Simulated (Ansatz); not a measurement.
# Cr in Ansatz: the effect of fixed moment

Cr:

```
CELL_PARAMETERS angstrom
2.71400 0.00000 0.00000
-1.35700 2.35039 0.00000
0.00000 0.00000 4.41000
ATOMIC_POSITIONS crystal
Cr 0.66667 0.33333 0.75000
Cr 0.33333 0.66667 0.25000
```

This isn't the form of Cr at room conditions, which is bcc.

Alike in all runs:

* Program: Ansatz 0.2.0
* Task: single point
* Functional: PBEsol
* Potentials or basis: Ansatz PAW
* Cutoff: 420 eV (not typed: the program's choice for these potentials)
* k mesh: 9 × 9 × 5
* Occupations: fermi-dirac, width 0.05 eV

| fixed moment | spin | starting moments | energy over the lowest run (meV/atom) | pressure (GPa) |
| --- | --- | --- | --- | --- |
| 0 | collinear spin, program default start | - | 6.9 | -34.1 |
| 1.5 | collinear spin, ferromagnetic start | [0.75, 0.75] μB | 0.0 | -32.4 |
| 3 | collinear spin, ferromagnetic start | [1.5, 1.5] μB | ? | ? |
| 4.5 | collinear spin, ferromagnetic start | [2.25, 2.25] μB | 186.3 | -15.6 |
| 6 | collinear spin, ferromagnetic start | [3.0, 3.0] μB | 572.9 | 0.8 |
| 7.5 | collinear spin, ferromagnetic start | [3.75, 3.75] μB | 1091.6 | 21.1 |
| 9 | collinear spin, ferromagnetic start | [4.5, 4.5] μB | 1836.1 | 45.4 |
| 12 | collinear spin, ferromagnetic start | [6.0, 6.0] μB | 5573.2 | 100.9 |

What does the run with fixed moment 3 give?

Energy over the lowest run 29.9 meV/atom; pressure -26.7 GPa.

Worked out: A parabola through the other rows of the energy over the lowest run, of slope 33.5 meV/atom per unit of fixed moment there, gives -264.3 meV/atom, against the run's 29.9. A parabola through the other rows of the pressure, of slope 6.02 GPa per unit of fixed moment there, gives -25.0 GPa, against the run's -26.7.

Caveats: the total moment is fixed, so each spin has its own Fermi level; the PAW data sets come from PBE, with cores solved anew for the run's functional, which leaves a small shift of forces and pressure; the thresholds are loose for stress; a pressure of tens of GPa on the cell as given is suspect, and the run, the potentials or the cell itself is likely at fault (some runs).
